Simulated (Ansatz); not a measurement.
The following input was run with Ansatz 0.2.0.

```yaml
crystal:
  lattice:
    - [4.681330687, 0.0, 0.0]
    - [0.0, 4.681330687, 0.0]
    - [0.0, 0.0, 3.326507541]
  atoms:
    - { symbol: Mg, position: [0.0, 0.0, -0.081781143] }
    - { symbol: Mg, position: [0.5, 0.5, 0.418218857] }
    - { symbol: F, position: [0.2692334374, 0.2692334374, 0.0408905715] }
    - { symbol: F, position: [0.2307665626, 0.7692334374, 0.5408905715] }
    - { symbol: F, position: [0.7307665626, 0.7307665626, 0.0408905715] }
    - { symbol: F, position: [0.7692334374, 0.2307665626, 0.5408905715] }
basis:
  ecutwfc: 420
kpoints:
  mp_grid: { grid: [6, 6, 8] }
hamiltonian:
  xc: pbe
scf:
  occupations: { method: gaussian, width: 0.02 }
output:
  forces: true
  stress: true
  eigenvalues: true
```

It can be run as
```bash
ansatz run input.yaml --threads 1 --pin off --backend cpu --events-out ev --progress --plain --runs-dir out  # memory cap (--max-ram) not shown
```

These are results of DFT PBE, scalar-relativistic, plane waves, PAW (Ansatz), not measurements.

From the run's log, abridged:

```
Pseudopotentials: kind: paw
Pseudopotential: Mg, paw, valence charge 10, recommended cutoff 420 eV (normal)
Pseudopotential: F, paw, valence charge 7, recommended cutoff 420 eV (normal)
Functional definition: PBE
Crystal: 6 atoms, lattice volume = 72.900 Å³
Basis set: ecut = 420 eV, 1459 PW (Γ), exchange–correlation on 64×64×48 points (8 copies of the dense FFT grid, shifted against one another)
Bands: 30, of which v1, the nominal top of the filled ones, is band 24 counted from 1 (23 counted from 0)
Symmetry: 8 space group operations
Space group: P42nm (ITA 102), of the structure as read, at distance tolerance 4.2e-5 Å
k-points: 50 of 288 (time reversal used)
Initial density: superposition of atomic densities (neutral atoms: chi_scale 0, normalization atom), corrected by the library's trained network
Initial wavefunctions: pseudopotential atomic-orbital guess
Functional: x = pbe(κ = 0.804, μ = 0.21951497), c = pbe(β = 0.06672455)
SCF iter   1: F=—  HF=-7090.086504 eV  |F-HF|=—  |Δ(HF+E_count)|=         —  Δρ=1.04e-3  dr2=4.38e-4  ethr=1.77e-3  ⟨swp⟩=6.5  Hψ=6894  notcnv=0
SCF iter   2: F=—  HF=-7090.086930 eV  |F-HF|=—  |Δ(HF+E_count)|=   4.27e-4  Δρ=5.02e-4  dr2=1.01e-4  ethr=9.12e-7  ⟨swp⟩=2.9  Hψ=3416  notcnv=0  defer=89
SCF iter   3: F=—  HF=-7090.087062 eV  |F-HF|=—  |Δ(HF+E_count)|=   1.31e-4  Δρ=2.00e-4  dr2=2.11e-5  ethr=2.11e-7  ⟨swp⟩=2.0  Hψ=2762  notcnv=0  defer=39
automatic band count: iteration 3 solves 29 bands in place of 30: the levels show a gap, and the empty bands left out lie too high to hold charge; the band table lists the bands solved (type scf.n_extra_bands for more)
SCF iter   4: F=—  HF=-7090.086915 eV  |F-HF|=—  |Δ(HF+E_count)|=   1.47e-4  Δρ=5.03e-5  dr2=1.32e-6  ethr=4.40e-8  ⟨swp⟩=2.2  Hψ=2149  notcnv=0  defer=39
SCF iter   5: F=—  HF=-7090.086916 eV  |F-HF|=—  |Δ(HF+E_count)|=   8.42e-7  Δρ=2.14e-5  dr2=1.60e-7  ethr=2.75e-9  ⟨swp⟩=2.0  Hψ=2611  notcnv=0  defer=39
SCF iter   6: F=-7090.086916 eV  HF=-7090.086916 eV  |F-HF|=8.35e-9  |Δ(HF+E_count)|=   4.67e-8  Δρ=5.65e-6  dr2=1.23e-8  ethr=2.08e-10  ⟨swp⟩=6.6  Hψ=5932  notcnv=0
SCF 1 converged in 6 iterations: F = -7090.086916 eV  dr2 = 1.23e-8
SCF converged after 6 iterations
Free energy (F): -7090.086916 eV
Harris-Foulkes:  -7090.086916 eV  (|F-HF|=8.35e-9)
Internal energy: -7090.086916 eV  (E = F + TS)
E sigma→0 (E₀):  -7090.086916 eV
Fermi energy:    4.515150 eV
--- Per-component energies (eV) ---
  E_band       = -866.295876
  E_kinetic    = 985.034040
  E_local      = -5548.743767  (includes V_loc(G=0)·N_el)
  E_nonlocal   = 483.969354
  E_hartree    = 2010.395514
  E_xc         = -380.009538
  E_vxc        = -487.473894  (∫ρ·V_xc dr)
  E_paw        = -1387.385226  (= ΣΔE_a)
  E_vpaw       = -319.889639  (= ΣTr[D̂ρ^β])
  E_aug_tail   = 0.008377  (compensation charges beyond the density's cutoff)
  E_ewald      = -3253.355671
  E_smearing   =  0.000000  (= −TS)
--- Forces (eV/Å), atoms counted from 1 ---
  atom   1  Mg     0.00000000     0.00000000    -0.16919277
  atom   2  Mg     0.00000000     0.00000000    -0.16919277
  atom   3  F      0.96290301     0.96290301     0.08460004
  atom   4  F     -0.96290301     0.96290301     0.08460004
  atom   5  F     -0.96290301    -0.96290301     0.08460004
  atom   6  F      0.96290301    -0.96290301     0.08460004
--- Stress (GPa, compression-positive) ---
        5.313931       0.000000       0.000000
        0.000000       5.313931       0.000000
        0.000000       0.000000      -0.675702
  P = ⅓ Tr σ = 3.3174 GPa (33.174 kbar)
--- Band table (eV; the first three rows and the last of 50) ---
  k-point 0: bands = ["-69.6810", "-69.6804", "-36.4787", "-36.4739", "-36.4500", "-36.4500", "-36.4175", "-36.4175", "-18.9664", "-18.3774", "-18.3774", "-18.1968", "-2.2835", "-0.8803", "-0.7133", "-0.7133", "-0.3588", "-0.1718", "0.4505", "0.4505", "1.0584", "1.0584", "1.0642", "1.3572", "7.6731", "12.7167", "12.7167", "14.0535", "14.6548"]
  k-point 1: bands = ["-69.6809", "-69.6804", "-36.4802", "-36.4758", "-36.4495", "-36.4495", "-36.4175", "-36.4175", "-18.9290", "-18.3712", "-18.3712", "-18.2167", "-2.1994", "-0.7949", "-0.6856", "-0.6856", "-0.4266", "-0.2586", "0.3550", "0.3550", "0.8518", "1.0213", "1.0213", "1.2756", "8.0706", "13.0300", "13.0300", "14.0106", "14.7635"]
  k-point 2: bands = ["-69.6807", "-69.6803", "-36.4839", "-36.4806", "-36.4484", "-36.4484", "-36.4175", "-36.4175", "-18.8255", "-18.3561", "-18.3561", "-18.2779", "-1.9644", "-0.6267", "-0.6267", "-0.5607", "-0.5513", "-0.5086", "0.1507", "0.1507", "0.3812", "0.9257", "0.9257", "1.0398", "9.0846", "13.7294", "13.8328", "13.8328", "14.9662"]
  k-point 49: bands = ["-69.6803", "-69.6801", "-36.4904", "-36.4860", "-36.4469", "-36.4469", "-36.4177", "-36.4177", "-18.4763", "-18.4579", "-18.3813", "-18.3813", "-2.1900", "-1.6995", "-1.2647", "-1.2647", "-0.2315", "-0.2315", "0.0823", "0.7917", "0.8429", "0.9032", "1.1850", "1.1850", "12.0393", "13.8286", "14.1543", "14.5621", "14.5621"]
```

The run converged.